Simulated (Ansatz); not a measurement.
BaTiO3 under changes of volume

One of the cells (12.856 Å³/atom); the others are scaled copies at fixed shape and fractional positions:

```
Ba Ti O
1.0
     3.99980    0.00000    0.00000
     0.00000    3.99980    0.00000
     0.00000    0.00000    4.01800
Ba Ti O
1 1 3
Direct
  0.00000 0.00000 0.00000
  0.50000 0.50000 0.49000
  0.00000 0.50000 0.51700
  0.50000 0.00000 0.51700
  0.50000 0.50000 0.01900
```

| Quantity | Value |
| --- | --- |
| Program | Ansatz 0.2.0 |
| Functional | revPBE |
| Dispersion | D3(BJ) |
| Potentials or basis | Ansatz PAW |
| Cutoff | 420 eV (not typed: the program's choice for these potentials) |
| k mesh | 7 × 7 × 7 |
| Occupations | fermi-dirac, width 0.05 eV |
| Spin | no spin polarisation |

```csv
volume (Å³/atom),energy over the lowest point (meV/atom),pressure (GPa),gap on the mesh (eV),largest force (eV/Å)
12.085,22.51,10.7,2.10,0.155
12.342,?,?,?,?
12.599,1.51,2.7,2.00,0.171
12.856,0.00,-0.8,1.96,0.299
13.113,3.70,-3.8,1.91,0.419
13.371,12.06,-6.5,1.87,0.531
13.628,24.55,-9.0,1.82,0.635
```

Q: What does the run at 12.342 Å³/atom give?

A: Energy over the lowest point 8.76 meV/atom; pressure 6.5 GPa; gap on the mesh 2.05 eV; largest force 0.087 eV/Å.

Worked out: A Birch-Murnaghan fit of order 3 (a polynomial in V^(-2/3)) to the other rows has its minimum at 12.80 Å³/atom with B0 = V·E''(V) = 165 GPa and B' = 4.5 at fixed shape and positions, which overstates the stiffness. It gives 8.78 meV/atom at 12.342 Å³/atom, against the run's 8.76, and -dE/dV = 6.5 GPa, against 6.5. A straight line through the other rows of the gap, of slope -2.3 eV per unit of ln V, gives 2.05 eV, against the run's 2.05.

Energies are extrapolated to zero smearing.

Caveats: odd divisions of the mesh miss points on the zone boundary, where band edges often lie, so the gap on the mesh can be too wide; spin-orbit coupling is left out, which moves the levels of the heavy elements; the PAW data sets come from PBE, with cores solved anew for the run's functional, which leaves a small shift of forces and pressure.

A mesh can miss the band edges.
